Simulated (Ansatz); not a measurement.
# TiO2 (Baddeleyite): the cost of one run

Program: Ansatz 0.2.0. Level of theory: DFT r2SCAN, scalar-relativistic, plane waves, PAW. These are calculated values, not measurements.

## 1. Starting point

The structure is monoclinic, space group P2_1/c (No. 14). Conventional cell: a = 4.804 Å, b = 4.866 Å, c = 5.042 Å, α = 90.00°, β = 99.88°, γ = 90.00°. Around Ti (site symmetry 1) lie 7 O at 1.86 to 2.22 Å. Around O (site symmetry 1) lie 3 Ti at 1.86 to 2.03 Å. O (site symmetry 1) has 4 Ti at 1.99 to 2.22 Å as nearest neighbours.

Coordinates:

```cif
data_structure
_symmetry_space_group_name_H-M 'P 1'
_symmetry_Int_Tables_number 1
_cell_length_a 4.8043
_cell_length_b 4.8656
_cell_length_c 5.0423
_cell_angle_alpha 90.000
_cell_angle_beta 99.878
_cell_angle_gamma 90.000
_cell_volume 116.12
loop_
_atom_site_label
_atom_site_type_symbol
_atom_site_fract_x
_atom_site_fract_y
_atom_site_fract_z
_atom_site_occupancy
Ti1 Ti 0.27699 0.05457 0.21463 1
Ti2 Ti 0.72301 0.55457 0.28537 1
Ti3 Ti 0.72301 0.94543 0.78537 1
Ti4 Ti 0.27699 0.44543 0.71463 1
O1 O 0.06331 0.32181 0.35274 1
O2 O 0.93669 0.82181 0.14726 1
O3 O 0.93669 0.67819 0.64726 1
O4 O 0.06331 0.17819 0.85274 1
O5 O 0.44637 0.75791 0.46318 1
O6 O 0.55363 0.25791 0.03682 1
O7 O 0.55363 0.24209 0.53682 1
O8 O 0.44637 0.74209 0.96318 1
```

This cell was relaxed beforehand with the same method: volume 9.68 Å³/atom, gap on the mesh 2.70 eV.

## 2. Seeking the band edges over the whole zone

input.yaml reads:

```yaml
crystal:
  lattice:
    - [4.8039068546, 0.0, -0.060140239]
    - [0.0, 4.8656007702, 0.0]
    - [-0.8027610509, 0.0, 4.9779499028]
  atoms:
    - { symbol: Ti, position: [0.2769913549, 0.0545673063, 0.21462795] }
    - { symbol: Ti, position: [0.7230086451, 0.5545673063, 0.28537205] }
    - { symbol: Ti, position: [0.7230086451, 0.9454326937, 0.78537205] }
    - { symbol: Ti, position: [0.2769913549, 0.4454326937, 0.71462795] }
    - { symbol: O, position: [0.0633068287, 0.3218102698, 0.3527356329] }
    - { symbol: O, position: [0.9366931713, 0.8218102698, 0.1472643671] }
    - { symbol: O, position: [0.9366931713, 0.6781897302, 0.6472643671] }
    - { symbol: O, position: [0.0633068287, 0.1781897302, 0.8527356329] }
    - { symbol: O, position: [0.4463660561, 0.7579098232, 0.4631763439] }
    - { symbol: O, position: [0.5536339439, 0.2579098232, 0.0368236561] }
    - { symbol: O, position: [0.5536339439, 0.2420901768, 0.5368236561] }
    - { symbol: O, position: [0.4463660561, 0.7420901768, 0.9631763439] }
basis:
  ecutwfc: 500
kpoints:
  mp_grid: { grid: [6, 6, 6] }
  band_path: { path: [VBM, CBM], npoints: 2 }
hamiltonian:
  xc: r2scan
scf:
  occupations: { method: gaussian, width: 0.02 }
output:
  forces: false
  stress: false
  eigenvalues: true
checkpoint:
  read: start.run
  write: ck
  compress: false
  write_wavefunctions: false
  write_every: 100000
```

Command:

```bash
$ ansatz run input.yaml --threads 8 --pin off --max-ram 22528MiB --backend cpu --events-out ev --progress --plain --runs-dir out
```

**Question.** How long does this run take on 8 threads of an x86-64 CPU, shared host, and how much memory does it need?

About 20 s, with a peak of 1.3 GiB.
